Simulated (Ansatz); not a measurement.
## BeS from a semilocal functional to hybrids

```
Be S
1.0
     0.00000    2.42500    2.42500
     2.42500    0.00000    2.42500
     2.42500    2.42500    0.00000
Be S
1 1
Direct
  0.00000 0.00000 0.00000
  0.75000 0.75000 0.75000
```

All runs: Ansatz, plane waves and PAW, scalar-relativistic (no spin–orbit coupling), 4×4×4 k-mesh, Gaussian smearing of 0.05 eV, no spin polarisation. Semilocal reference PBE: gap 3.10 eV, pressure 2.1 GPa. The hybrids carry no U.

Q: What gap and pressure does PBE0-type hybrid with an exact-exchange fraction taken as 1/ε∞ give at this geometry?

A: Gap 4.38 eV, pressure 1.0 GPa.

Q: And the other functionals?

A: 
| functional | gap | pressure (GPa) | cutoff (eV) | core-seconds |
| --- | --- | --- | --- | --- |
| PBE0-type hybrid with an exact-exchange fraction taken as 1/ε∞ | 4.38 eV | 1.0 | 420 | 12 |
| HSE06-type hybrid with an exact-exchange fraction of 0.45 and a screening parameter of 0.3 Å⁻¹ | 4.49 eV | -0.1 | 420 | 7.4 |
| r2SCAN0-type hybrid with an exact-exchange fraction taken as 1/ε∞ | 4.76 eV | 1.0 | 500 | 25 |
| PBE0 + D4 | 4.79 eV | -2.0 | 420 | 7.1 |
| r2SCAN0 | 5.05 eV | 0.8 | 500 | 11 |
| PBE0-type hybrid with an exact-exchange fraction of 0.4 | 5.83 eV | -0.1 | 420 | 7.1 |
| Hartree-Fock | 10.52 eV | 6.7 | 420 | 8.2 |

In the PBE0 form the gap grows almost linearly with the exact-exchange fraction, by 0.68 eV for each tenth. The dielectric-dependent PBE0 form takes the fraction 0.190 = 1/ε∞, that is ε∞ = 5.3. On shared hosts the hybrid runs at the reference's cutoff took roughly 9 to 16 times the core time of the semilocal one on the same mesh, with some more bands.

Caveats: core times come from shared hosts and scatter; functionals with much or all of the long-range exchange (Hartree–Fock, LC-wPBE, CAM-B3LYP) overshoot the gaps of most solids, bar the widest; gaps are read on a coarse mesh; stress loosely converged.
